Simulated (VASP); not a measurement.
# KI (Fm-3m) in VASP: single point with LDA

Aim: the single point of KI with LDA.

Program: VASP 6.6.1. These are calculated values, not measurements. Logs are shortened: lines on timing, memory, paths and dates and some standing lists are left out, and cuts for length are marked.

**Measured values to compare with.**

A printed reference work, monograph reports, for a bulk crystal of KI: band gap 6.32 eV.

The results are compared with them further down.

## (1) The cell of the first run

Symmetry: Fm-3m, No. 225, cubic system. Conventional cell: a = 7.066 Å, b = 7.066 Å, c = 7.066 Å, α = 90.00°, β = 90.00°, γ = 90.00°. K (site symmetry m-3m) has 6 I at 3.53 Å within 4.6 Å. Within 4.6 Å of I (site symmetry m-3m) lie 6 K at 3.53 Å.

## (2) Single point, LDA

Contents of INCAR:

```
PREC = Accurate
ENCUT = 500
EDIFF = 1E-6
ISMEAR = 0
SIGMA = 0.01
LREAL = False
LASPH = True
NELM = 120
ALGO = Normal
ISIF = 2
LWAVE = False
LCHARG = False
NBANDS = 15
GGA_COMPAT = False
```

Contents of KPOINTS:

```
Automatic mesh
0
Gamma
  6 6 6
```

Contents of POSCAR:

```
KI
1.0
    0.0000000000      3.5327750000      3.5327750000
    3.5327750000      0.0000000000      3.5327750000
    3.5327750000      3.5327750000      0.0000000000
K I
1 1
Direct
    0.0000000000      0.0000000000      0.0000000000
    0.5000000000      0.5000000000      0.5000000000
```

Potentials or basis: VASP PAW LDA potentials, release 64 (K_sv, I).

The run is started by

```bash
cat potpaw_LDA.64/K_sv/POTCAR potpaw_LDA.64/I/POTCAR > POTCAR
mpirun -np 1 vasp_std > vasp.out
```

OUTCAR:

```text
PREC = Accurate
   ENCUT = 500
   EDIFF = 1E-6
   ISMEAR = 0
   LREAL = False
   LASPH = True
   NELM = 120
   ISIF = 2

 ion  position               nearest neighbor table
   1  0.000  0.000  0.000-   2 3.53   2 3.53   2 3.53   2 3.53   2 3.53   2 3.53
   2  0.500  0.500  0.500-   1 3.53   1 3.53   1 3.53   1 3.53   1 3.53   1 3.53

  LATTYP: Found a face centered cubic cell.
 ALAT       =     7.0655500000

  Lattice vectors:

 A1 = (   0.0000000000,   3.5327750000,   3.5327750000)
 A2 = (   3.5327750000,   0.0000000000,   3.5327750000)
 A3 = (   3.5327750000,   3.5327750000,   0.0000000000)

Analysis of symmetry for initial positions (statically):
=====================================================================
 Subroutine PRICEL returns:
 Original cell was already a primitive cell.

 Routine SETGRP: Setting up the symmetry group for a
 face centered cubic supercell.

 Subroutine GETGRP returns: Found 48 space group operations
 (whereof 48 operations were pure point group operations)
 out of a pool of 48 trial point group operations.

The static configuration has the point symmetry O_h .

Analysis of symmetry for dynamics (positions and initial velocities):
=====================================================================
 Subroutine PRICEL returns:
 Original cell was already a primitive cell.

 Routine SETGRP: Setting up the symmetry group for a
 face centered cubic supercell.

 Subroutine GETGRP returns: Found 48 space group operations
 (whereof 48 operations were pure point group operations)
 out of a pool of 48 trial point group operations.

The dynamic configuration has the point symmetry O_h .

 Subroutine INISYM returns: Found 48 space group operations
 (whereof 48 operations are pure point group operations),
 and found     1 'primitive' translations

----------------------------------------------------------------------------------------

                                     Primitive cell

  volume of cell :      88.1816

  direct lattice vectors                    reciprocal lattice vectors
     0.000000000  3.532775000  3.532775000    -0.141531799  0.141531799  0.141531799
     3.532775000  0.000000000  3.532775000     0.141531799 -0.141531799  0.141531799
     3.532775000  3.532775000  0.000000000     0.141531799  0.141531799 -0.141531799

  length of vectors
     4.996098318  4.996098318  4.996098318     0.245140266  0.245140266  0.245140266

  position of ions in fractional coordinates (direct lattice)
     0.000000000  0.000000000  0.000000000
     0.500000000  0.500000000  0.500000000

  ion indices of the primitive-cell ions
   primitive index   ion index
                 1           1
                 2           2

----------------------------------------------------------------------------------------

 KPOINTS: Automatic mesh

Automatic generation of k-mesh.
 Grid dimensions read from file:
 generate k-points for:    6    6    6

 Generating k-lattice:

  Cartesian coordinates                     Fractional coordinates (reciprocal lattice)
    -0.023588633  0.023588633  0.023588633     0.166666667  0.000000000  0.000000000
     0.023588633 -0.023588633  0.023588633     0.000000000  0.166666667  0.000000000
     0.023588633  0.023588633 -0.023588633     0.000000000  0.000000000  0.166666667

  Length of vectors
     0.040856711  0.040856711  0.040856711

  Shift w.r.t. Gamma in fractional coordinates (k-lattice)
     0.000000000  0.000000000  0.000000000

 Subroutine IBZKPT returns following result:
 ===========================================

 Found     16 irreducible k-points:

 Following reciprocal coordinates:
            Coordinates               Weight
  0.000000  0.000000  0.000000      1.000000
  0.166667  0.000000  0.000000      8.000000
  0.333333  0.000000  0.000000      8.000000
  0.500000  0.000000  0.000000      4.000000
  0.166667  0.166667  0.000000      6.000000
  0.333333  0.166667  0.000000     24.000000
[... 8 lines left out ...]
 -0.333333  0.333333  0.166667     24.000000
 -0.333333  0.500000  0.166667     12.000000
   k-points           NKPTS =     16   k-points in BZ     NKDIM =     16   number of bands    NBANDS=     15
   number of dos      NEDOS =    301   number of ions     NIONS =      2
   total plane-waves  NPLWV =  46656
   dimension x,y,z NGX =    36 NGY =   36 NGZ =   36
   dimension x,y,z NGXF=    72 NGYF=   72 NGZF=   72
   ions per type =               1   1
   NGX,Y,Z   is equivalent  to a cutoff of  11.98, 11.98, 11.98 a.u.
   NGXF,Y,Z  is equivalent  to a cutoff of  23.96, 23.96, 23.96 a.u.
 SYSTEM =  unknown system
   PREC   = accura    normal or accurate (medium, high low for compatibility)
   ISTART =      0    job   : 0-new  1-cont  2-samecut
   ICHARG =      2    charge: 1-file 2-atom 10-const
   ISPIN  =      1    spin polarized calculation?
   LNONCOLLINEAR =      F non collinear calculations
   LSORBIT =      F    spin-orbit coupling
   LASPH  =      T    aspherical Exc in radial PAW
   ENCUT  =  500.0 eV  36.75 Ry    6.06 a.u.   9.11  9.11  9.11*2*pi/ulx,y,z
   NELM   =    120;   NELMIN=  2; NELMDL= -5     # of ELM steps
   EDIFF  = 0.1E-05   stopping-criterion for ELM
   LREAL  =      F    real-space projection
   EDIFFG = 0.1E-04   stopping-criterion for IOM
   NSW    =      0    number of steps for IOM
   IBRION =     -1    ionic relax: 0-MD 1-quasi-New 2-CG
   NFREE  =      0    steps in history (QN), initial steepest desc. (CG)
   ISIF   =      2    stress and relaxation
   ISYM   =      2    0-nonsym 1-usesym 2-fastsym
   POTIM  = 0.5000    time-step for ionic-motion
   TEBEG  =    0.0;   TEEND  =   0.0 temperature during run
   PSTRESS=    0.0 pullay stress
   NELECT =      16.0000    total number of electrons
   NUPDOWN=      -1.0000    fix difference up-down
   EMIN   =  10.00;   EMAX   =-10.00  energy-range for DOS
   EFERMI =   0.00;   METHOD = LEGACY
   ISMEAR =     0;   SIGMA  =   0.01  broadening in eV -4-tet -1-fermi 0-gaus
   EFERMI_NEDOS =   21; number of points for ismear=-14 and -15
   IALGO  =     38    algorithm
   IMIX   =      4    mixing-type and parameters
     AMIX     =   0.40;   BMIX     =  1.00
     AMIX_MAG =   1.60;   BMIX_MAG =  1.00
  volume/ion in A,a.u.               =      44.09       297.54
  Fermi-wavevector in a.u.,A,eV,Ry     =   0.926806  1.751409 11.686988  0.858969
  Thomas-Fermi vector in A             =   2.052808
   LORBIT       =      0    0 simple, 1 ext, 2 COOP (PROOUT), +10 PAW based schemes
   GGA     = CA    functional components
   LHFCALC =     F    Hartree Fock is set to
   AEXX    =    0.0000 exact exchange contribution
   IVDW    =     0    specifies the selected vdW correction
   LEPSILON=     F    determine dielectric tensor
   LRPA    =     F    only Hartree local field effects (RPA)
 non-spin polarized calculation
 Gauss-broadening in eV      SIGMA  =   0.01
  energy-cutoff  :      500.00
  volume of cell :       88.18
 maximum number of plane-waves:      2253
   NGX = 19   NGY = 19   NGZ = 19

 number of electron      16.0000000 magnetization

 Free energy of the ion-electron system (eV)
  ---------------------------------------------------
  ext. energy  EPLUGINS =         0.00000000
  ---------------------------------------------------
  free energy    TOTEN  =        -6.12856875 eV

  energy without entropy =       -6.12856875  energy(sigma->0) =       -6.12856875

 E-fermi :  -0.5512     XC(G=0):  -7.6250

 val. band max:       -0.6242335511   @ k =   0.0000   0.0000   0.0000
 cond. band min:       2.9903713507   @ k =   0.0000   0.0000   0.0000
 fundamental gap:      3.6146049018
 Fermi energy:        -0.5512179823

 k-point     1 :       0.0000    0.0000    0.0000
  band No.  band energies     occupation
      1     -28.7630      2.00000
      2     -12.4875      2.00000
      3     -12.4875      2.00000
      4     -12.4875      2.00000
      5     -11.1948      2.00000
      6      -0.6242      2.00000
      7      -0.6242      2.00000
      8      -0.6242      2.00000
      9       2.9904      0.00000
     10       5.6580      0.00000
     11       5.6580      0.00000
     12       5.6580      0.00000
     13       6.4165      0.00000
     14       6.4165      0.00000
     15       8.8498      0.00000

 k-point     2 :       0.1667    0.0000    0.0000
  band No.  band energies     occupation
      1     -28.7624      2.00000
      2     -12.5361      2.00000
      3     -12.4882      2.00000
      4     -12.4882      2.00000
      5     -11.1142      2.00000
      6      -1.0736      2.00000
      7      -0.7194      2.00000
      8      -0.7194      2.00000
      9       3.6390      0.00000
     10       5.5654      0.00000
     11       5.9512      0.00000
     12       5.9512      0.00000
     13       6.7345      0.00000
     14       6.7345      0.00000
     15       9.7502      0.00000

 k-point     3 :       0.3333    0.0000    0.0000
  band No.  band energies     occupation
      1     -28.7612      2.00000
      2     -12.6204      2.00000
      3     -12.4895      2.00000
      4     -12.4895      2.00000
      5     -10.9639      2.00000
      6      -1.7392      2.00000
      7      -0.8951      2.00000
      8      -0.8951      2.00000
      9       4.4356      0.00000
     10       6.1392      0.00000
     11       6.6651      0.00000
     12       6.6651      0.00000
     13       7.5560      0.00000
     14       7.5560      0.00000
     15       8.7891      0.00000
[... 199 lines left out ...]
 k-point    15 :      -0.3333    0.3333    0.1667
  band No.  band energies     occupation
      1     -28.7601      2.00000
      2     -12.5858      2.00000
      3     -12.5144      2.00000
      4     -12.5040      2.00000
      5     -10.9587      2.00000
      6      -1.6393      2.00000
      7      -1.2922      2.00000
      8      -1.0886      2.00000
      9       5.3919      0.00000
     10       5.7387      0.00000
     11       6.1540      0.00000
     12       7.3730      0.00000
     13       7.9660      0.00000
     14       8.3592      0.00000
     15       9.0726      0.00000

 k-point    16 :      -0.3333    0.5000    0.1667
  band No.  band energies     occupation
      1     -28.7599      2.00000
      2     -12.5374      2.00000
      3     -12.5299      2.00000
      4     -12.5150      2.00000
      5     -10.9985      2.00000
      6      -1.5330      2.00000
      7      -1.2114      2.00000
      8      -1.1952      2.00000
      9       4.8031      0.00000
     10       5.4994      0.00000
     11       6.5407      0.00000
     12       7.4497      0.00000
     13       7.7651      0.00000
     14       8.8170      0.00000
     15       9.2069      0.00000

------------------------ aborting loop because EDIFF is reached ----------------------------------------

  FORCE on cell =-STRESS in cart. coord.  units (eV):
  Direction    XX          YY          ZZ          XY          YZ          ZX
  --------------------------------------------------------------------------------------
  -------------------------------------------------------------------------------------
  Total       -0.7119283     -0.7119283     -0.7119283     -0.0000000     -0.0000000      0.0000000
  in kB      -12.9350734    -12.9350734    -12.9350734     -0.0000000     -0.0000000      0.0000000
  external PRESSURE =     -12.9350734 kB  Pullay stress =       0.0000000 kB

 VOLUME and BASIS-vectors are now :
 -----------------------------------------------------------------------------
  energy-cutoff  :      500.00
  volume of cell :       88.18
      direct lattice vectors                 reciprocal lattice vectors
     0.000000000  3.532775000  3.532775000    -0.141531799  0.141531799  0.141531799
     3.532775000  0.000000000  3.532775000     0.141531799 -0.141531799  0.141531799
     3.532775000  3.532775000  0.000000000     0.141531799  0.141531799 -0.141531799

 POSITION                                       TOTAL-FORCE (eV/Angst)
 -----------------------------------------------------------------------------------
      0.00000      0.00000      0.00000         0.000000      0.000000     -0.000000
      3.53277      3.53277      3.53277        -0.000000     -0.000000      0.000000
 -----------------------------------------------------------------------------------
    total drift:                                0.000000      0.000000      0.000000

  FREE ENERGIE OF THE ION-ELECTRON SYSTEM (eV)
  ---------------------------------------------------
  free  energy   TOTEN  =        -6.1285687515 eV

  energy  without entropy=       -6.1285687515  energy(sigma->0) =       -6.12856875
```

Wall time 31 s (1 thread of Intel Xeon 8259CL, shared host); peak memory 0.18 GiB.

Results:

```
Free energy            : -6.1286 eV
Pressure               : -1.3 GPa
Band gap on the k mesh : 3.61 eV, direct
```

Caveat: spin-orbit coupling is left out, which moves the levels of the heavy elements.

## (3) Against experiment

Step 2. A measured gap of KI is 6.32 eV (a printed reference work, monograph); the calculated 3.61 eV misses it by -2.71 eV. Spin-orbit coupling on I is left out. The value is that of LDA, without temperature or zero-point motion. Semilocal functionals fall short of measured gaps as a rule.
